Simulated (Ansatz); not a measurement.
# ZnSe: a single-point run

Aim: a sound single-point run of ZnSe. The structure is shown as the input types it. The cell is built on a prototype (NiAs type) and needn't be the phase found in nature.

Computed with Ansatz 0.2.0 (density functional or hybrid calculation with the settings of its input, plane waves (as first typed), unless a step's input says otherwise).

1 further run of the same task is left out (for a known fault of the program).

## (1) The system as given

It takes space group P6_3/mmc (No. 194, hexagonal). The conventional cell has a = 3.780 Å, b = 3.780 Å, c = 6.132 Å, α = 90.00°, β = 90.00°, γ = 120.00°. Zn (site symmetry -3m) is surrounded by 6 Se at 2.67 Å and 2 Zn at 3.07 Å. Se (site symmetry -6m2) is surrounded by 6 Zn at 2.67 Å.

As a file:

```
CELL_PARAMETERS angstrom
3.77967 0.00000 0.00000
-1.88983 3.27329 0.00000
0.00000 0.00000 6.13190
ATOMIC_POSITIONS crystal
Zn 0.00000 0.00000 0.00000
Zn 0.00000 0.00000 0.50000
Se 0.33333 0.66667 0.25000
Se 0.66667 0.33333 0.75000
```

## (2) Running it

input.yaml reads:

```yaml
crystal:
  lattice:
    - [3.7796697599, 0.0, 0.0]
    - [-1.8898348799, 3.27329003, 0.0]
    - [0.0, 0.0, 6.1318974016]
  atoms:
    - { symbol: Zn, position: [0.0, 0.0, 0.0] }
    - { symbol: Zn, position: [0.0, 0.0, 0.5] }
    - { symbol: Se, position: [0.3333333333, 0.6666666667, 0.25] }
    - { symbol: Se, position: [0.6666666667, 0.3333333333, 0.75] }
kpoints:
  mp_grid: { grid: [6, 6, 4] }
hamiltonian:
  xc: r2scan
scf:
  occupations: { method: methfessel_paxton, width: 1.5 }
  n_extra_bands: 5
output:
  forces: true
  stress: true
  eigenvalues: true
```

Run with:

```bash
$ ansatz run input.yaml --threads 4 --pin off --max-ram 3686MiB --backend cpu --events-out ev --progress --plain --runs-dir out
```

What happens when this is run?

The program finished normally. Convergence says nothing about whether the input makes sense.

In the input, scf.occupations.method is methfessel_paxton; scf.occupations.width is 1.5. Occupations are smeared over electronvolts, wider than many features of the bands.

Run again and compare: set scf.occupations.method to fermi_dirac and scf.occupations.width to 0.02.
